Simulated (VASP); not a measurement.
# As (R-3m) in VASP: notebook

One crystal, As, is run at these levels: PBE, LDA; tasks: single point, relaxation of cell and atoms, atomic charges.

Program: VASP 6.6.1. These are calculated values, not measurements. Logs are shortened: lines on timing, memory, paths and dates and some standing lists are left out, and cuts for length are marked.

### 1 The structure

Symmetry: R-3m, No. 166, trigonal system. The conventional cell has a = 3.762 Å, b = 3.762 Å, c = 10.542 Å, α = 90.00°, β = 90.00°, γ = 120.00°. Around As (site symmetry 3m) lie 3 As at 2.51 Å.

### 2 Single point, PBE

File INCAR:

```
SYSTEM = As
  PREC = Accurate
  ENCUT = 450
  EDIFF = 1E-7
  ISMEAR = 0
  SIGMA = 0.02
  LREAL = .False.
  LASPH = .True.
  NELM = 80
  ALGO = Normal
  ISIF = 2
  LWAVE = .False.
  LCHARG = .False.
  GGA = PE
```

File KPOINTS:

```
regular mesh
0
Gamma
  4 4 4
  0 0 0
```

File POSCAR:

```
As
1.0
    1.8807968987      1.0858785957      3.5140619945
   -1.8807968987      1.0858785957      3.5140619945
    0.0000000000     -2.1717571915      3.5140619945
As
2
Direct
    0.2260000000      0.2260000000      0.2260000000
    0.7740000000      0.7740000000      0.7740000000
```

Potentials or basis: VASP PAW PBE potentials, release 64 (As_GW).

On the command line:

```
$ cat potpaw_PBE.64/As_GW/POTCAR > POTCAR
$ mpirun -np 1 vasp_std > vasp.out
```

OUTCAR:

```text
SYSTEM = As
   PREC = Accurate
   ENCUT = 450
   EDIFF = 1E-7
   ISMEAR = 0
   LREAL = .False.
   LASPH = .True.
   NELM = 80
   ISIF = 2
   GGA = PE

 ion  position               nearest neighbor table
   1  0.226  0.226  0.226-   2 2.51   2 2.51   2 2.51
   2  0.774  0.774  0.774-   1 2.51   1 2.51   1 2.51

  LATTYP: Found a trigonal (rhomboedric) cell.
 ALAT       =     4.1310000000
 COS(alpha) =     0.5854247172

  Lattice vectors:

 A1 = (   1.8807968987,   1.0858785957,   3.5140619945)
 A2 = (  -1.8807968987,   1.0858785957,   3.5140619945)
 A3 = (   0.0000000000,  -2.1717571915,   3.5140619945)

Analysis of symmetry for initial positions (statically):
=====================================================================
 Subroutine PRICEL returns:
 Original cell was already a primitive cell.

 Routine SETGRP: Setting up the symmetry group for a
 trigonal (rhombohedral) supercell.

 Subroutine GETGRP returns: Found 12 space group operations
 (whereof 12 operations were pure point group operations)
 out of a pool of 12 trial point group operations.

The static configuration has the point symmetry D_3d.

Analysis of symmetry for dynamics (positions and initial velocities):
=====================================================================
 Subroutine PRICEL returns:
 Original cell was already a primitive cell.

 Routine SETGRP: Setting up the symmetry group for a
 trigonal (rhombohedral) supercell.

 Subroutine GETGRP returns: Found 12 space group operations
 (whereof 12 operations were pure point group operations)
 out of a pool of 12 trial point group operations.

The dynamic configuration has the point symmetry D_3d.

 Subroutine INISYM returns: Found 12 space group operations
 (whereof 12 operations are pure point group operations),
 and found     1 'primitive' translations

----------------------------------------------------------------------------------------

                                     Primitive cell

  volume of cell :      43.0610

  direct lattice vectors                    reciprocal lattice vectors
     1.880796899  1.085878596  3.514061995     0.265844760  0.153485544  0.094856987
    -1.880796899  1.085878596  3.514061995    -0.265844760  0.153485544  0.094856987
     0.000000000 -2.171757191  3.514061995     0.000000000 -0.306971087  0.094856987

  length of vectors
     4.131000000  4.131000000  4.131000000     0.321292852  0.321292852  0.321292852

[... 73 lines left out ...]
   NFREE  =      0    steps in history (QN), initial steepest desc. (CG)
   ISIF   =      2    stress and relaxation
   ISYM   =      2    0-nonsym 1-usesym 2-fastsym
   POTIM  = 0.5000    time-step for ionic-motion
   TEBEG  =    0.0;   TEEND  =   0.0 temperature during run
   PSTRESS=    0.0 pullay stress
   NELECT =      10.0000    total number of electrons
   NUPDOWN=      -1.0000    fix difference up-down
   EMIN   =  10.00;   EMAX   =-10.00  energy-range for DOS
   EFERMI =   0.00;   METHOD = LEGACY
   ISMEAR =     0;   SIGMA  =   0.02  broadening in eV -4-tet -1-fermi 0-gaus
   EFERMI_NEDOS =   21; number of points for ismear=-14 and -15
   IALGO  =     38    algorithm
   IMIX   =      4    mixing-type and parameters
     AMIX     =   0.40;   BMIX     =  1.00
     AMIX_MAG =   1.60;   BMIX_MAG =  1.00
  volume/ion in A,a.u.               =      21.53       145.29
  Fermi-wavevector in a.u.,A,eV,Ry     =   1.006268  1.901570 13.776916  1.012575
  Thomas-Fermi vector in A             =   2.138999
   LORBIT       =      0    0 simple, 1 ext, 2 COOP (PROOUT), +10 PAW based schemes
   GGA     = PE    functional components
   LHFCALC =     F    Hartree Fock is set to
   AEXX    =    0.0000 exact exchange contribution
   IVDW    =     0    specifies the selected vdW correction
   LEPSILON=     F    determine dielectric tensor
   LRPA    =     F    only Hartree local field effects (RPA)
 non-spin polarized calculation
 Gauss-broadening in eV      SIGMA  =   0.02
  energy-cutoff  :      450.00
  volume of cell :       43.06
 maximum number of plane-waves:       961
 NGX is ok and might be reduce to    30
   NGX = 15   NGY = 15   NGZ = 15

 number of electron      10.0000000 magnetization

 Free energy of the ion-electron system (eV)
  ---------------------------------------------------
  ext. energy  EPLUGINS =         0.00000000
  ---------------------------------------------------
  free energy    TOTEN  =        -9.40405989 eV

  energy without entropy =       -9.40401694  energy(sigma->0) =       -9.40403842

 E-fermi :   5.1150     XC(G=0):  -9.9674

 val. band max:        5.0791540990   @ k =   0.5000   0.0000  -0.0000
 cond. band min:       5.1507501744   @ k =   0.5000   0.0000  -0.0000
 fundamental gap:      0.0715960754
 Fermi energy:         5.1149521367

 k-point     1 :       0.0000    0.0000    0.0000
  band No.  band energies     occupation
      1      -9.6003      2.00000
      2      -0.3414      2.00000
      3       2.9725      2.00000
      4       3.4323      2.00000
      5       3.4323      2.00000
      6       7.0815      0.00000
      7       8.3684      0.00000
      8       8.3684      0.00000
      9      12.3383      0.00000
[... 133 lines left out ...]
 k-point    13 :       0.5000    0.5000    0.5000
  band No.  band energies     occupation
      1      -8.3273      2.00000
      2      -4.5119      2.00000
      3       3.6839      2.00000
      4       3.6839      2.00000
      5       4.8478      2.00000
      6       6.2451      0.00000
      7       6.2451      0.00000
      8       7.3030      0.00000
      9      13.4821      0.00000

------------------------ aborting loop because EDIFF is reached ----------------------------------------

  FORCE on cell =-STRESS in cart. coord.  units (eV):
  Direction    XX          YY          ZZ          XY          YZ          ZX
  --------------------------------------------------------------------------------------
  -------------------------------------------------------------------------------------
  Total        1.3845008      1.3845008      0.4338259      0.0000000     -0.0000000      0.0000000
  in kB       51.5133670     51.5133670     16.1414377      0.0000000     -0.0000000      0.0000000
  external PRESSURE =      39.7227239 kB  Pullay stress =       0.0000000 kB

 VOLUME and BASIS-vectors are now :
 -----------------------------------------------------------------------------
  energy-cutoff  :      450.00
  volume of cell :       43.06
      direct lattice vectors                 reciprocal lattice vectors
     1.880796899  1.085878596  3.514061995     0.265844760  0.153485544  0.094856987
    -1.880796899  1.085878596  3.514061995    -0.265844760  0.153485544  0.094856987
     0.000000000 -2.171757191  3.514061995     0.000000000 -0.306971087  0.094856987

 POSITION                                       TOTAL-FORCE (eV/Angst)
 -----------------------------------------------------------------------------------
      0.00000     -0.00000      2.38253         0.000000     -0.000000      0.152413
      0.00000     -0.00000      8.15965         0.000000      0.000000     -0.152413
 -----------------------------------------------------------------------------------
    total drift:                                0.000000     -0.000000      0.000000

  FREE ENERGIE OF THE ION-ELECTRON SYSTEM (eV)
  ---------------------------------------------------
  free  energy   TOTEN  =        -9.4040598950 eV

  energy  without entropy=       -9.4040169358  energy(sigma->0) =       -9.40403842
```

OSZICAR:

```text
N       E                     dE             d eps       ncg     rms          rms(c)
DAV:   1     0.280008680765E+02    0.28001E+02   -0.40817E+03   234   0.829E+02
DAV:   2    -0.810859192829E+01   -0.36109E+02   -0.35211E+02   346   0.116E+02
DAV:   3    -0.940712041106E+01   -0.12985E+01   -0.12942E+01   293   0.265E+01
DAV:   4    -0.942107315650E+01   -0.13953E-01   -0.13951E-01   291   0.255E+00
DAV:   5    -0.942133478922E+01   -0.26163E-03   -0.26163E-03   264   0.286E-01    0.156E+00
DAV:   6    -0.941002619140E+01    0.11309E-01   -0.54204E-03   256   0.584E-01    0.957E-01
DAV:   7    -0.940391812447E+01    0.61081E-02   -0.12812E-02   257   0.906E-01    0.592E-02
DAV:   8    -0.940403472976E+01   -0.11661E-03   -0.27593E-04   246   0.120E-01    0.167E-02
DAV:   9    -0.940406042149E+01   -0.25692E-04   -0.27557E-05   287   0.432E-02    0.600E-03
DAV:  10    -0.940405984685E+01    0.57464E-06   -0.27569E-06   255   0.137E-02    0.886E-04
DAV:  11    -0.940405989497E+01   -0.48122E-07   -0.12745E-07   197   0.270E-03
   1 F= -.94040599E+01 E0= -.94040384E+01  d E =-.429592E-04
```

stdout:

```text
POSCAR found type information on POSCAR As
 POSCAR found :  1 types and       2 ions
 scaLAPACK will be used
 LDA part: xc-table for (Slater+PW92), standard interpolation
 POSCAR, INCAR and KPOINTS ok, starting setup
 FFT: planning ... GRIDC
 FFT: planning ... GRID_SOFT
 FFT: planning ... GRID
 WAVECAR not read
 entering main loop
```

Run time: 4 s. Hardware: 1 thread of AMD EPYC 9R45 (Zen 5), shared host; peak memory 0.13 GiB.

What came out:

```yaml
Free_energy: -9.4041 eV
Pressure: 4.0 GPa
Largest_force: 0.152 eV/Å
Band_gap_on_the_k_mesh: 0.07 eV, direct
```

Forces in eV/Å, atoms in the order of the input:
```
As   0.000  0.000  0.152
As   0.000  0.000 -0.152
```

Caveat: the k mesh is coarse (spacing up to 0.50 Å⁻¹), so the values aren't converged. A k mesh can miss the band edges.

### 3 Relaxation of cell and atoms, LDA

File INCAR:

```
PREC = Accurate ; ENCUT = 600
EDIFF = 1E-7 ; ISMEAR = -1
SIGMA = 0.05 ; LREAL = F
LASPH = T ; NELM = 80
ALGO = Normal ; ISIF = 3
LWAVE = F ; LCHARG = F
GGA = CA ; IBRION = 2
NSW = 60 ; EDIFFG = -0.01
```

File KPOINTS:

```
regular mesh
0
Gamma
  8 8 8
```

POSCAR is that of step 2.

Potentials or basis: VASP PAW LDA potentials, release 64 (As).

On the command line:

```
$ cat potpaw_LDA.64/As/POTCAR > POTCAR
$ mpirun -np 1 vasp_std > vasp.out
```

It took 2.1 min on 1 thread of Intel Xeon Platinum 8488C (Sapphire Rapids), shared host; peak memory 0.18 GiB.

The run converged. Its results:

| Property | Result |
| --- | --- |
| Free energy | -10.7974 eV |
| Relaxed volume | 20.46 Å³/atom |
| Relaxed cell | a = 3.972 Å, b = 3.972 Å, c = 3.972 Å, α = 56.69°, β = 56.69°, γ = 56.69° |
| Space group after relaxing (to 0.05 Å) | R-3m (No. 166) |
| Energy gained by relaxing | 13.6 meV/atom |
| Ionic steps | 11 |
| Pressure after relaxing | 0.0 GPa |
| Band gap on the k mesh | none (metal or under the smearing width) |

Forces in eV/Å, atoms in the order of the input:
```
As   0.000  0.000 -0.002
As   0.000  0.000  0.002
```

The path:
| step | energy change (eV) | largest force (eV/Å) | pressure (GPa) | volume (Å³) |
| --- | --- | --- | --- | --- |
| 1 | 0.0000 | 0.3187 | -0.95 | 43.06 |
| 2 | -0.0120 | 0.1941 | -0.36 | 42.27 |
| 3 | -0.0187 | 0.0092 | 0.86 | 40.87 |
| 4 | -0.0190 | 0.0455 | 0.62 | 41.12 |
| 5 | -0.0231 | 0.1179 | -0.60 | 41.35 |
| 6 | -0.0231 | 0.1245 | -0.65 | 41.36 |
| 7 | -0.0266 | 0.0623 | -0.15 | 40.99 |
| 8 | -0.0270 | 0.0248 | 0.07 | 40.81 |
| 9 | -0.0270 | 0.0292 | 0.05 | 40.83 |
| 10 | -0.0271 | 0.0130 | 0.01 | 40.89 |
| 11 | -0.0271 | 0.0024 | -0.01 | 40.92 |

Final structure:
```yaml
crystal:
  lattice:
    - [1.88580, 1.08876, 3.32175]
    - [-1.88580, 1.08876, 3.32175]
    - [0.00000, -2.17753, 3.32175]
  atoms:
    - { symbol: As, position: [0.23051, 0.23051, 0.23051] }
    - { symbol: As, position: [0.76949, 0.76949, 0.76949] }
```

Levels at points of the mesh, in eV from the Fermi level:
```
           k point  band 1  band 2  band 3  band 4  band 5  band 6  band 7  band 8  band 9
(0.00, 0.00, 0.00)  -15.41   -5.61   -2.45   -2.24   -2.24    2.04    3.06    3.06    6.33
(0.50, 0.00, 0.00)  -12.51  -11.52   -2.70   -2.46   -0.45   -0.39    0.18    0.73    9.39
(0.50, 0.50, 0.00)  -12.45   -9.68   -6.57   -4.53   -4.51    1.43    5.70    6.66    7.74
(0.50, 0.50, 0.50)  -13.63  -10.60   -1.87   -1.87   -0.83    0.18    0.18    1.43    8.44
```

### 4 Atomic charges, PBE

File INCAR:

```
SYSTEM = As
PREC     = Accurate       ! precision mode
ENCUT    = 520            ! plane-wave cutoff, eV
EDIFF    = 1E-6           ! SCF threshold, eV
ISMEAR   = 0              ! smearing method
SIGMA    = 0.02           ! smearing width, eV
LREAL    = .False.        ! projectors in reciprocal space
LASPH    = .True.         ! aspherical terms in the spheres
NELM     = 100            ! most SCF steps
ALGO     = Fast           ! electronic algorithm
ISIF     = 2              ! what is computed and relaxed
LWAVE    = .False.        ! write WAVECAR
LCHARG   = .False.        ! write CHGCAR
GGA      = PE             ! functional
LORBIT   = 11             ! projections on sites
```

File KPOINTS:

```
regular mesh
0
Gamma
  9 9 9
  0 0 0
```

POSCAR is that of step 3.

Potentials or basis: VASP PAW PBE potentials, release 64 (As).

On the command line:

```
$ cat potpaw_PBE.64/As/POTCAR > POTCAR
$ mpirun -np 1 vasp_std > vasp.out
```

It took 22 s on 1 thread of AMD EPYC 9R45 (Zen 5), shared host; peak memory 0.15 GiB.

It converged, with:

```
Free energy                                           : -9.3218 eV
Pressure                                              : 4.1 GPa
Largest force                                         : 0.492 eV/Å
Band gap on the k mesh                                : none (metal or under the smearing width)
Valence electrons inside the program's atomic spheres : As 2.71
```

Forces in eV/Å, atoms in the order of the input:
```
As   0.000  0.000  0.492
As   0.000  0.000 -0.492
```

Stress tensor (GPa, compression positive):
```
4.25 0.00 0.00
0.00 4.25 0.00
0.00 0.00 3.65
```

Levels at points of the mesh, in eV from the Fermi level:
```tsv
k point	band 1	band 2	band 3	band 4	band 5	band 6	band 7	band 8	band 9
(0.00, 0.00, 0.00)	-15.06	-5.78	-2.47	-2.04	-2.04	1.59	2.91	2.91	6.89
```

### 5 Summary

| task | level | potentials or basis | cell | k mesh | cutoff (eV) | smearing | ladder | mesh quality | gap on the mesh (eV) | pressure (GPa) | largest force (eV/Å) |
| --- | --- | --- | --- | --- | --- | --- | --- | --- | --- | --- | --- |
| single point | PBE | VASP PAW PBE potentials, release 64 (As_GW) | as given | 4 × 4 × 4 | 450 | gaussian 0.02 eV | - | coarse | 0.07 | 4.0 | 0.15 |
| relaxation of cell and atoms | LDA | VASP PAW LDA potentials, release 64 (As) | relaxed | 8 × 8 × 8 | 600 | fermi-dirac 0.05 eV | gaps | not flagged | none | 0.0 | - |
| atomic charges | PBE | VASP PAW PBE potentials, release 64 (As) | as given | 9 × 9 × 9 | 520 | gaussian 0.02 eV | - | not flagged | none | 4.1 | 0.49 |

Alike in all rows: no spin polarisation.

Caveats: some runs use coarse meshes.

Total energies depend on the potentials used, so only differences within one code and one set of settings carry meaning.
